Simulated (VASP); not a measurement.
# Mo (Im-3m) in VASP: a series of runs

Runs on Mo. Level: r2SCAN. Tasks: relaxation of cell and atoms.

Program: VASP 6.6.1. These are calculated values, not measurements. Logs are shortened: lines on timing, memory, paths and dates and some standing lists are left out, and cuts for length are marked.

## 1. The structure

Symmetry: Im-3m, No. 229, cubic system. The conventional cell has a = 3.147 Å, b = 3.147 Å, c = 3.147 Å, α = 90.00°, β = 90.00°, γ = 90.00°. Mo (site symmetry m-3m) is surrounded by 8 Mo at 2.73 Å.

## 2. Relaxation of cell and atoms, r2SCAN

Input file INCAR:

```
SYSTEM = Mo
PREC     = Accurate       ! precision mode
ENCUT    = 520            ! plane-wave cutoff, eV
EDIFF    = 1E-7           ! SCF threshold, eV
ISMEAR   = 0              ! smearing method
SIGMA    = 0.1            ! smearing width, eV
LREAL    = .False.        ! projectors in reciprocal space
LASPH    = .True.         ! aspherical terms in the spheres
NELM     = 100            ! most SCF steps
ALGO     = Normal         ! electronic algorithm
ISIF     = 3              ! what is computed and relaxed
LWAVE    = .False.        ! write WAVECAR
LCHARG   = .False.        ! write CHGCAR
METAGGA  = R2SCAN         ! meta-GGA
LMIXTAU  = .True.       
IBRION   = 2              ! ionic algorithm
NSW      = 80             ! ionic steps
EDIFFG   = -0.002         ! ionic threshold
```

Input file KPOINTS:

```
regular mesh
0
Gamma
  18 18 18
  0 0 0
```

Input file POSCAR:

```
Mo
1.0
   -1.5734150000      1.5734150000      1.5734150000
    1.5734150000     -1.5734150000      1.5734150000
    1.5734150000      1.5734150000     -1.5734150000
Mo
1
Direct
    0.0000000000      0.0000000000      0.0000000000
```

Potentials or basis: VASP PAW PBE potentials, release 64 (Mo_sv).

Started as:

```
$ cat potpaw_PBE.64/Mo_sv/POTCAR > POTCAR
$ mpirun -np 1 vasp_std > vasp.out
```

OUTCAR:

```text
SYSTEM = Mo
   PREC = Accurate
   ENCUT = 520
   EDIFF = 1E-7
   ISMEAR = 0
   LREAL = .False.
   LASPH = .True.
   NELM = 100
   ISIF = 3
   METAGGA = R2SCAN
   IBRION = 2
   NSW = 80
   EDIFFG = -0.002

 ion  position               nearest neighbor table
   1  0.000  0.000  0.000-

  LATTYP: Found a body centered cubic cell.
 ALAT       =     3.1468300000

  Lattice vectors:

 A1 = (  -1.5734150000,   1.5734150000,   1.5734150000)
 A2 = (   1.5734150000,  -1.5734150000,   1.5734150000)
 A3 = (   1.5734150000,   1.5734150000,  -1.5734150000)

Analysis of symmetry for initial positions (statically):
=====================================================================
 Subroutine PRICEL returns:
 Original cell was already a primitive cell.

 Routine SETGRP: Setting up the symmetry group for a
 body centered cubic supercell.

 Subroutine GETGRP returns: Found 48 space group operations
 (whereof 48 operations were pure point group operations)
 out of a pool of 48 trial point group operations.

The static configuration has the point symmetry O_h .

Analysis of symmetry for dynamics (positions and initial velocities):
=====================================================================
 Subroutine PRICEL returns:
 Original cell was already a primitive cell.

 Routine SETGRP: Setting up the symmetry group for a
 body centered cubic supercell.

 Subroutine GETGRP returns: Found 48 space group operations
 (whereof 48 operations were pure point group operations)
 out of a pool of 48 trial point group operations.

The dynamic configuration has the point symmetry O_h .

 Subroutine INISYM returns: Found 48 space group operations
 (whereof 48 operations are pure point group operations),
 and found     1 'primitive' translations

----------------------------------------------------------------------------------------

                                     Primitive cell

  volume of cell :      15.5808

  direct lattice vectors                    reciprocal lattice vectors
    -1.573415000  1.573415000  1.573415000     0.000000000  0.317780115  0.317780115
[... 100 lines left out ...]
   EFERMI_NEDOS =   21; number of points for ismear=-14 and -15
   IALGO  =     38    algorithm
   IMIX   =      4    mixing-type and parameters
     AMIX     =   0.40;   BMIX     =  1.00
     AMIX_MAG =   1.60;   BMIX_MAG =  1.00
  volume/ion in A,a.u.               =      15.58       105.14
  Fermi-wavevector in a.u.,A,eV,Ry     =   1.579747  2.985289 33.954710  2.495601
  Thomas-Fermi vector in A             =   2.680079
   LORBIT       =      0    0 simple, 1 ext, 2 COOP (PROOUT), +10 PAW based schemes
   METAGGA = R2SCAN    functional components
   LHFCALC =     F    Hartree Fock is set to
   AEXX    =    0.0000 exact exchange contribution
   IVDW    =     0    specifies the selected vdW correction
   LEPSILON=     F    determine dielectric tensor
   LRPA    =     F    only Hartree local field effects (RPA)
 conjugate gradient relaxation of ions
 non-spin polarized calculation
 Gauss-broadening in eV      SIGMA  =   0.10
  energy-cutoff  :      520.00
  volume of cell :       15.58
 maximum number of plane-waves:       432
   NGX = 11   NGY = 11   NGZ = 11

--------------------------------------- Ionic step        1  -------------------------------------------

 number of electron      14.0000001 magnetization

 Free energy of the ion-electron system (eV)
  ---------------------------------------------------
  ext. energy  EPLUGINS =         0.00000000
  ---------------------------------------------------
  free energy    TOTEN  =       -26.07671623 eV

  energy without entropy =      -26.07392228  energy(sigma->0) =      -26.07531926

------------------------ aborting loop because EDIFF is reached ----------------------------------------

  FORCE on cell =-STRESS in cart. coord.  units (eV):
  Direction    XX          YY          ZZ          XY          YZ          ZX
  --------------------------------------------------------------------------------------
  -------------------------------------------------------------------------------------
  Total        0.2022039      0.2022039      0.2022039      0.0000000      0.0000000     -0.0000000
  in kB       20.7926662     20.7926662     20.7926662      0.0000000      0.0000000     -0.0000000
  external PRESSURE =      20.7926662 kB  Pullay stress =       0.0000000 kB
[... 57 lines left out ...]
--------------------------------------- Ionic step        3  -------------------------------------------

 number of electron      14.0000003 magnetization

 Free energy of the ion-electron system (eV)
  ---------------------------------------------------
  ext. energy  EPLUGINS =         0.00000000
  ---------------------------------------------------
  free energy    TOTEN  =       -26.07747631 eV

  energy without entropy =      -26.07463283  energy(sigma->0) =      -26.07605457

 E-fermi :  12.4906     XC(G=0): -14.6093

 val. band max:       12.4855858838   @ k =  -0.3889   0.4444   0.2778
 cond. band min:      12.5181700008   @ k =   0.3889   0.1111   0.0556
 fundamental gap:      0.0325841170
 Fermi energy:        12.4905876003

 k-point     1 :       0.0000    0.0000    0.0000
  band No.  band energies     occupation
      1     -50.7453      2.00000
      2     -23.2275      2.00000
      3     -23.2275      2.00000
      4     -23.2275      2.00000
      5       4.8304      2.00000
      6      11.0645      2.00000
      7      11.0645      2.00000
      8      11.0645      2.00000
      9      14.3838      0.00000
     10      14.3838      0.00000
     11      27.9680      0.00000
[... 309 lines left out ...]
 k-point    24 :       0.3889    0.1111    0.0000
  band No.  band energies     occupation
      1     -50.4573      2.00000
      2     -24.6210      2.00000
      3     -23.7398      2.00000
      4     -23.3039      2.00000
      5       7.3397      2.00000
      6       9.0785      2.00000
      7      12.4460      1.47139
      8      14.2128      0.00000
      9      15.3978      0.00000
     10      18.0468      0.00000
     11      24.7419      0.00000

 [... further k-points ...]

------------------------ aborting loop because EDIFF is reached ----------------------------------------

  FORCE on cell =-STRESS in cart. coord.  units (eV):
  Direction    XX          YY          ZZ          XY          YZ          ZX
  --------------------------------------------------------------------------------------
  -------------------------------------------------------------------------------------
  Total       -0.0003463     -0.0003463     -0.0003463      0.0000000     -0.0000000     -0.0000000
  in kB       -0.0353357     -0.0353357     -0.0353357      0.0000000     -0.0000000     -0.0000000
  external PRESSURE =      -0.0353357 kB  Pullay stress =       0.0000000 kB
[... 16 lines left out ...]
  FREE ENERGIE OF THE ION-ELECTRON SYSTEM (eV)
  ---------------------------------------------------
  free  energy   TOTEN  =       -26.0774763070 eV

  energy  without entropy=      -26.0746328325  energy(sigma->0) =      -26.07605457

 reached required accuracy - stopping structural energy minimisation
```

OSZICAR:

```text
N       E                     dE             d eps       ncg     rms          rms(c)
DAV:   1     0.728328565704E+02    0.72833E+02   -0.85066E+03  4322   0.133E+03
DAV:   2    -0.309976204498E+02   -0.10383E+03   -0.10019E+03  4668   0.353E+02
DAV:   3    -0.323959046898E+02   -0.13983E+01   -0.13831E+01  4999   0.409E+01
[... 34 lines left out ...]
DAV:   5    -0.260771935106E+02   -0.80309E-02   -0.35750E-03  4380   0.761E-01    0.125E-02
DAV:   6    -0.260774539735E+02   -0.26046E-03   -0.91859E-05  4587   0.132E-01    0.168E-02
DAV:   7    -0.260774633268E+02   -0.93533E-05   -0.24881E-05  4488   0.702E-02    0.318E-03
DAV:   8    -0.260774772499E+02   -0.13923E-04   -0.31812E-06  4482   0.267E-02    0.171E-03
DAV:   9    -0.260774762325E+02    0.10174E-05   -0.11220E-07  3518   0.481E-03    0.212E-04
DAV:  10    -0.260774763070E+02   -0.74538E-07   -0.23672E-09  2193   0.596E-04
   3 F= -.26077476E+02 E0= -.26076055E+02  d E =-.760075E-03
```

Wall time 3.6 min (1 thread of Intel Xeon Platinum 8488C (Sapphire Rapids), shared host); peak memory 0.16 GiB.

What came out:

| Item | Value |
| --- | --- |
| Free energy | -26.0775 eV |
| Relaxed volume | 15.70 Å³/atom |
| Relaxed cell | a = 2.732 Å, b = 2.732 Å, c = 2.732 Å, α = 109.47°, β = 109.47°, γ = 109.47° |
| Space group after relaxing (to 0.05 Å) | Im-3m (No. 229) |
| Energy gained by relaxing | 0.8 meV/atom |
| Ionic steps | 3 |
| Pressure after relaxing | 0.0 GPa |
| Band gap on the k mesh | none (metal or under the smearing width) |

Step by step:
```csv
step,energy change (eV),largest force (eV/Å),pressure (GPa),volume (Å³)
1,0.0000,0.0000,2.08,15.58
2,0.0053,0.0000,-5.58,16.04
3,-0.0008,0.0000,0.00,15.70
```

Final structure:
```
Mo
1.0
    -1.57741    1.57741    1.57741
     1.57741   -1.57741    1.57741
     1.57741    1.57741   -1.57741
Mo
1
Cartesian
  0.0000 0.0000 0.0000
```

Levels at points of the mesh, in eV from the Fermi level:
```
           k point  band 4  band 5  band 6  band 7  band 8  band 9  band 10  band 11
(0.00, 0.00, 0.00)  -35.72   -7.66   -1.43   -1.43   -1.43    1.89     1.89    15.48
(0.50, 0.00, 0.00)  -35.73   -5.58   -3.57    1.55    1.87    2.57     4.89    12.16
(0.50, 0.50, 0.50)  -36.74   -5.62   -5.62    4.10    4.10    4.10     9.43     9.43
```

Caveat: the PAW data sets were made with another functional, which shifts forces and pressure a little. Zero-point motion and thermal expansion aren't in these numbers.

## 3. Relaxation of cell and atoms, r2SCAN

This run uses another cell than the first one, of 15.70 Å³/atom, 1.008 times its volume.

INCAR is that of step 2.

KPOINTS is that of step 2.

Input file POSCAR:

```
Mo                                      
1.0
   -1.5774148893      1.5774148893      1.5774148893
    1.5774148893     -1.5774148893      1.5774148893
    1.5774148893      1.5774148893     -1.5774148893
  Mo            
     1
Direct
     0.0000000000000000    0.0000000000000000    0.0000000000000000
```

Potentials or basis: VASP PAW PBE potentials, release 64 (Mo_sv).

Started as:

```
$ cat potpaw_PBE.64/Mo_sv/POTCAR > POTCAR
$ mpirun -np 1 vasp_std > vasp.out
```

It took 82 s on 1 thread of Intel Xeon Platinum 8488C (Sapphire Rapids), shared host; peak memory 0.15 GiB.

It converged, with:

```
Free energy             : -26.0775 eV
Pressure after relaxing : 0.0 GPa
Band gap on the k mesh  : none (metal or under the smearing width)
```

Final structure:
```
Mo
1.0
    -1.57741    1.57741    1.57741
     1.57741   -1.57741    1.57741
     1.57741    1.57741   -1.57741
Mo
1
Direct
  0.00000 0.00000 0.00000
```

Levels at points of the mesh, in eV from the Fermi level:
```csv
k point,band 3,band 4,band 5,band 6,band 7,band 8,band 9,band 10,band 11
"(0.00, 0.00, 0.00)",-35.72,-35.72,-7.66,-1.43,-1.43,-1.43,1.89,1.89,15.48
"(0.50, 0.00, 0.00)",-36.19,-35.73,-5.58,-3.57,1.55,1.87,2.56,4.89,12.16
"(0.50, 0.50, 0.50)",-36.74,-36.74,-5.63,-5.63,4.10,4.10,4.10,9.43,9.43
```

Caveat: the relaxation stopped at its first step, so nothing moved; the PAW data sets were made with another functional, which shifts forces and pressure a little.
